## Bands 20 and 21 in hexagonal iridium

The column "c1 less v1" is the energy of band c1 minus that of band v1 at the same k-point, the wavevector that fixes how an electron wave changes phase from cell to cell. Both energies come from a semilocal density-functional calculation without spin–orbit coupling and are counted from the Fermi level. Iridium's stable form is cubic, so this hexagonal cell is hypothetical; it is also unrelaxed and compressed, and spin polarisation was not allowed. The level positions belong to that cell. Bands are numbered upward in energy at each k-point separately. Here v1 is the 20th band, the highest that is filled anywhere on the mesh, and c1 is the 21st.

Kohn–Sham bands of hexagonal Ir (P6_3/mmc, 2 atoms, unrelaxed cell), computed with Ansatz 0.2.0 using PBE, PAW plane waves, scalar-relativistic, without spin polarisation; 420 eV cutoff, 14×14×8 k-mesh, Fermi–Dirac filling of width 0.0714 eV. Band v1 is the highest that is filled at some mesh point; v2 and v3 are the next below it, c1 the next above.

| k-point | coordinates (reciprocal vectors of the computed cell, not always the standard one) | band v3 (eV from the Fermi level) | band v2 (eV from the Fermi level) | band v1 (eV from the Fermi level) | band c1 (eV from the Fermi level) | c1 less v1 (eV) |
| --- | --- | --- | --- | --- | --- | --- |
| Gamma | 0 0 0 | -0.62 | 0.24 | 0.24 | 7.50 | 7.26 |
| M | 0.5 0 0 | 1.10 | 2.90 | 4.33 | 8.27 | 3.94 |
| K | 0.333 0.333 0 | 0.56 | 4.24 | 4.24 | 5.83 | 1.59 |
| A | 0 0 0.5 | -0.50 | -0.50 | -0.50 | 13.09 | 13.59 |
| L | 0.5 0 0.5 | 0.83 | 2.01 | 2.01 | 7.66 | 5.65 |
| H | 0.333 0.333 0.5 | 0.21 | 7.06 | 7.06 | 7.93 | 0.87 |

The spacing is not a gap that electrons must cross before the metal conducts. The table lists the six corners of a path through the Brillouin zone, called corners below. Among them v1 is filled only at A, and it lies above the Fermi level at the other five. What needs explaining is why two neighbouring bands stand 13.59 eV apart at A and only 0.87 eV apart at H.

### First explanation: band 20 is the top of the d bands

Iridium is a 5d metal, so it is tempting to read v1 as the top of the d bands and c1 as the first broad sp band above them. The spacing would then be a distance from d to sp at every corner. At A this reading works: v3, v2 and v1 coincide at −0.50 eV, and the next level is far above.

At H it breaks down. Band v3 moves by only 1.72 eV over all six corners and stays near the Fermi level, as expected if at most corners it marks the upper edge of the d bands, which as a whole are several electronvolts wide. Band v1 moves by 7.56 eV, and at H it stands 6.85 eV above v3. A d level so far above the rest of its shell is hard to defend, so band 20 must change its character on the way from A to H.

Counting bands shows how. The calculation treats 34 electrons per cell, of which 16 fill the 5s and 5p shells and occupy eight bands. Band 20 is therefore the twelfth valence band. Two atoms supply ten d bands, which leaves room for two sp states below the boundary between bands 20 and 21. If both lie lower than the top of the d shelf, v1 is a d level; if both lie above it, v1 is an sp level.

### Second explanation: free waves alone

The opposite simplification ignores the d shelf and treats the sp electrons as free waves in an empty lattice. Their kinetic energies are

$$E_{\mathrm{kin}}=\frac{\hbar^2}{2m}\,|\mathbf k+\mathbf G|^2 ,$$

where $\mathbf k$ is the wavevector of the corner, $\mathbf G$ is any reciprocal lattice vector and $m$ is the electron mass. Since two waves fit below the boundary, the spacing should be the third-lowest kinetic energy less the second.

This rule correctly puts the widest spacing at A, but it fails badly at other corners. It gives zero at Γ, where the calculation finds 7.26 eV, and zero at L, where it finds 5.65 eV. It also ranks M second, while M comes fourth in the table. Free waves describe part of the spectrum, but they leave out the shelf and the forces that separate waves of equal kinetic energy.

### Third explanation: a d shelf with waves running through it

Putting the two pictures together turns the question into one of position: what lies on either side of the boundary between bands 20 and 21? Waves of equal kinetic energy form a set, which the lattice potential and mixing with d states pull apart. The spacing is wide when the boundary falls between the shelf and a high set. It can become narrow when the boundary cuts through a single set.

The table gives no orbital character, so the assignments that follow rest on counting bands and comparing energies. At A the two slowest waves lie below the top of the shelf, and the next two are much faster. The boundary therefore has d levels beneath it and fast waves above. At K and H, by contrast, the slowest waves already lie above the shelf, and several of them share one kinetic energy. Bands 20 and 21 then belong to the same set, and only its internal splitting keeps them apart.

The other corners fill in the pattern. At M the boundary falls between two different sets, each split in its turn. At L it again cuts through one set, but v1 lies only 1.18 eV above v3, so its sp character is less certain there and strong mixing with d states is likely.

A single electron in a one-dimensional periodic potential shows how a set splits. Two waves running in opposite directions combine into two standing waves, one with its density on the atoms and one with its density between them, and these differ in energy. The analogy covers the origin of the splitting but not its size in iridium, where d states mix in and a set may hold up to six waves.

### An estimate for A

The shortest reciprocal vector along the hexagonal axis has length $2\pi/c$, with $c=4.323$ Å. A wave of that wavevector has the kinetic energy

$$3.81\ \mathrm{eV\,Å^2}\times\left(\frac{2\pi}{4.323\ \mathrm{Å}}\right)^2=8.05\ \mathrm{eV}.$$

At A the waves above the shelf have 3/2 of this wavevector, hence 9/4 of the energy, or 18.11 eV.

This energy scale must still be tied to the Fermi level, and a shift read from the levels above the shelf does that. At M, K and L the centre of a set lies on average 3.70 eV below its kinetic energy. Carrying that shift over to A gives

$$18.11-3.70=14.41\ \mathrm{eV}$$

for c1, against 13.09 eV in the table. With the top of the shelf read from the table, the spacing becomes $14.41+0.50=14.91$ eV, about 10 % above the computed one. A took no part in fixing the shift used here. The shift is an effective one, not the bottom of the sp band: waves above the shelf are expected to be pushed up by mixing with d states, and the shift absorbs that push.

### How far the numbers decide

The output printed below fits one common shift to the set centres at M, K, L and A. The centres then scatter by 0.70 eV about the model, compared with 3.79 eV if kinetic energy is ignored and all centres are taken as equal. Most of this gain comes from A. Among M, K and L alone the kinetic energies are too similar to tell the two descriptions apart.

H offers a check outside the fit. Of the four corners where the slowest waves lie above the shelf, it has the highest kinetic energy, and its set also lies highest. The model still places the centre of that set at least 0.74 eV too low. It thus gives the right direction for the rise towards H, but it is no tool for predicting levels to a few tenths of an electronvolt.

Γ is where the simple picture is weakest. The two waves along the axis have equal kinetic energy there, yet one appears as c1 at 7.50 eV. These two waves give only single levels at Γ and the in-plane waves are far too fast, so the degenerate pair v2 and v1 must be d levels, and the other wave lies no higher than v3, at −0.62 eV. The set is split by at least $7.50+0.62=8.12$ eV, as much as the kinetic energy itself. Symmetry lets only one of the two standing waves, the one with its density on the atoms, mix with d states; the other has nodes on the atoms and cannot. The first is expected to be pushed up to become c1 while the second stays low, at least 8.67 eV below its kinetic energy and so far from the common shift. The table gives no orbital character to confirm this, and the model contains no term for it.

The numbers therefore speak strongly against the idea that band 20 is the d-band top at all six corners, and they rule out free waves alone. They support the combined picture as an account of which kinds of state face each other across the boundary. The size of the splitting inside a set remains outside the model, and with it the exact spacing at every corner but A. Spin–orbit coupling, typically several tenths of an electronvolt for 5d levels, is left out. It would be a small fraction of the wide spacing at A, but could be a larger fraction of the narrow one at H.

### Reading a neighbouring metal

Hexagonal magnesium has the same stacking of atoms but no d shelf near the Fermi level. The corresponding boundary there lies above the second valence band, and free waves are a good first description, because the potential that splits the sets is weak. The wide step at A survives, but it separates slow waves from fast ones instead of d levels from waves.

For another hexagonal transition metal the same reasoning takes two steps. First count how many sp states fit below the chosen boundary once the d bands have been allowed for. Then use the kinetic energies to see whether those states lie below the shelf or above it, remembering Γ, where a set split so widely that one of its waves fell below the shelf. A boundary between the shelf and fast waves suggests a wide spacing; a boundary inside one set leaves the answer to the splitting, which may be small, as at H, or large, as at L.

Numerical output:

```
Waves and levels in eV (centre is an upper bound at Gamma, a lower bound at H):
    row  kinetic energy of set  centre of set  centre less kinetic  v1 less v3  free-wave spacing  free less computed spacing
  Gamma                  8.048           3.44               -4.608        0.86                  0                       -7.26
      M                  6.689          3.615               -3.074        3.23              8.048                       4.108
      K                  8.919           4.77               -4.149        3.68                  0                       -1.59
      A                  18.11          13.09               -5.019           0               16.1                       2.507
      L                  8.701          4.835               -3.866        1.18                  0                       -5.65
      H                  10.93           7.64               -3.291        6.85                  0                       -0.87
fit of offset on 4 rows (whole > 0): constant -4.027 +/- 0.4; rms 0.695, worst A 0.992, leave-one-out rms 0.927
  rows outside the fit (model, value, miss): Gamma -4.027, -4.608, 0.582; H -4.027, -3.291, -0.736
Range of v3 over the corners, eV: 1.72
Range of v1 over the corners, eV: 7.56
Range of c1 over the corners, eV: 7.26
Rms miss of free-wave spacing, all corners, eV: 4.303
Rms scatter of set centres about their mean at M K A L, eV: 3.791
Range of set centres at M K L only, eV: 1.22
Range of centre less kinetic energy at M K L only, eV: 1.075
Level c1 at A predicted with the zero from M K L, eV: 14.41
That prediction less computed c1 at A, eV: 1.323
Splitting of v1 and v2 at M, eV: 1.43
```
